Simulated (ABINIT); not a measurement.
Runs of ABINIT 10.8.3 (patched build) on Sc. It takes space group P6_3/mmc (No. 194, hexagonal). Conventional cell: a = 3.309 Å, b = 3.309 Å, c = 5.273 Å, α = 90.00°, β = 90.00°, γ = 120.00°. Sc (site symmetry -6m2) has 12 Sc at 3.26 to 3.31 Å as nearest neighbours. 

```csv
potentials or basis,cutoff (eV),fine-grid cutoff,gap on the mesh (eV),pressure (GPa)
PseudoDojo NC SR PBE v0.4.1 standard,1279,-,none,0.2
JTH PAW PBE v2.0,490,979.61 eV,none,-0.1
SG15 NC PBE v1.2,707,-,none,0.1
"Ansatz PAW PBE default generated set, frozen core",490,979.61 eV,none,(a)
```

Alike in all rows: task band structure; level r2SCAN; no spin polarisation; cell as given; k mesh 9 × 9 × 5; smearing fermi-dirac 0.05 eV.

Task: Estimate the missing entries.

Result: (a) -0.2.

Caveats: the potentials were made for another functional, which shifts forces and pressure (some runs); the PAW data sets were made with another functional, which shifts forces and pressure a little (some runs); a meta-GGA on potentials with a model core is unreliable (some runs).

A gap of «none» marks a metal or a gap under the smearing width.
